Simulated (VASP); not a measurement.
VASP ran on this input.

POSCAR:
```
CsCl
1
    4.1200000000     0.0000000000     0.0000000000
    0.0000000000     4.1200000000     0.0000000000
    0.0000000000     0.0000000000     4.1200000000
Cs Cl
1 1
Direct
  0.0000000000   0.0000000000   0.0000000000
  0.5000000000   0.5000000000   0.5000000000
```

INCAR:
```
SYSTEM = CsCl
PREC = Accurate
ENCUT = 400
EDIFF = 1E-6
NELM = 100
ALGO = Normal
LREAL = .FALSE.
LASPH = .TRUE.
ISMEAR = 1
SIGMA = 0.5
GGA = PE
LMAXMIX = 4
LWAVE = .FALSE.
LCHARG = .FALSE.
ISIF = 2
```

### KPOINTS
```
Automatic mesh
0
Gamma
5 5 5
0 0 0
```

POTCAR, in this order: Cs_sv Cl (PBE.64 set). Program: vasp_std.

Question: Does this input run properly? What does VASP do?

Answer: There is a fault: Methfessel-Paxton smearing was used on a material with a gap. The run ends without an error. Against the sound run, the energy per atom (σ→0) rises by 0.009 eV/atom; the pressure falls by 0.10 GPa; the band gap goes up by 0.01 eV.

**standard output**
```
 POSCAR found type information on POSCAR CsCl
 POSCAR found :  2 types and       2 ions
 Reading from existing POTCAR
 Reading from existing POTCAR
 LDA part: xc-table for (Slater+PW92), standard interpolation
 POSCAR, INCAR and KPOINTS ok, starting setup
 WAVECAR not read
 entering main loop
       N       E                     dE             d eps       ncg     rms          rms(c)
DAV:   1     0.851921063119E+02    0.85192E+02   -0.60558E+03   240   0.942E+02
DAV:   2    -0.977582940755E+00   -0.86170E+02   -0.81622E+02   368   0.175E+02
DAV:   3    -0.682827354535E+01   -0.58507E+01   -0.58387E+01   292   0.518E+01
DAV:   4    -0.688484091491E+01   -0.56567E-01   -0.56543E-01   284   0.633E+00
DAV:   5    -0.688570082965E+01   -0.85991E-03   -0.85984E-03   304   0.750E-01    0.229E+00
DAV:   6    -0.652234293842E+01    0.36336E+00   -0.62393E-01   272   0.456E+00    0.176E+00
DAV:   7    -0.647905017967E+01    0.43293E-01   -0.19951E-01   328   0.252E+00    0.104E+00
DAV:   8    -0.647973484472E+01   -0.68467E-03   -0.14127E-02   276   0.916E-01    0.134E-01
DAV:   9    -0.648008226413E+01   -0.34742E-03   -0.32676E-03   308   0.371E-01    0.115E-01
DAV:  10    -0.648022161936E+01   -0.13936E-03   -0.26966E-04   292   0.139E-01    0.181E-02
DAV:  11    -0.648023693262E+01   -0.15313E-04   -0.32267E-05   292   0.415E-02    0.563E-03
DAV:  12    -0.648023672560E+01    0.20702E-06   -0.81499E-06   292   0.182E-02
   1 F= -.64802367E+01 E0= -.65069998E+01  d E =0.802891E-01
```

OUTCAR:
```
------------------------ aborting loop because EDIFF is reached ----------------------------------------
  FORCE on cell =-STRESS in cart. coord.  units (eV):
  Direction    XX          YY          ZZ          XY          YZ          ZX
  --------------------------------------------------------------------------------------
  Total        0.4194172      0.4194172      0.4194172     -0.0000000      0.0000000      0.0000000
  in kB        9.6087113      9.6087113      9.6087113     -0.0000000      0.0000000      0.0000000
  external PRESSURE =       9.6087113 kB  Pullay stress =       0.0000000 kB
  volume of cell :       69.93
      direct lattice vectors                 reciprocal lattice vectors
     4.120000000  0.000000000  0.000000000     0.242718447  0.000000000  0.000000000
     0.000000000  4.120000000  0.000000000     0.000000000  0.242718447  0.000000000
     0.000000000  0.000000000  4.120000000     0.000000000  0.000000000  0.242718447
 POSITION                                       TOTAL-FORCE (eV/Angst)
 -----------------------------------------------------------------------------------
      0.00000      0.00000      0.00000         0.000000      0.000000      0.000000
      2.06000      2.06000      2.06000         0.000000      0.000000      0.000000
 -----------------------------------------------------------------------------------
    total drift:                                0.000000      0.000000      0.000000
  FREE ENERGIE OF THE ION-ELECTRON SYSTEM (eV)
  ---------------------------------------------------
  free  energy   TOTEN  =        -6.4802367256 eV

  energy  without entropy=       -6.5605258613  energy(sigma->0) =       -6.50699977
```
(Selected blocks of OUTCAR.)

To mend it, set ISMEAR = 0, set SIGMA = 0.05.

The mended run (PBE GGA, plane waves, VASP's PBE PAW potentials (set 64)) converges, and its OSZICAR ends with
```
   1 F= -.65257758E+01 E0= -.65257758E+01  d E =-.426908E-18
```

The compound is CsCl in the CsCl type structure. The cell was not relaxed at this level.
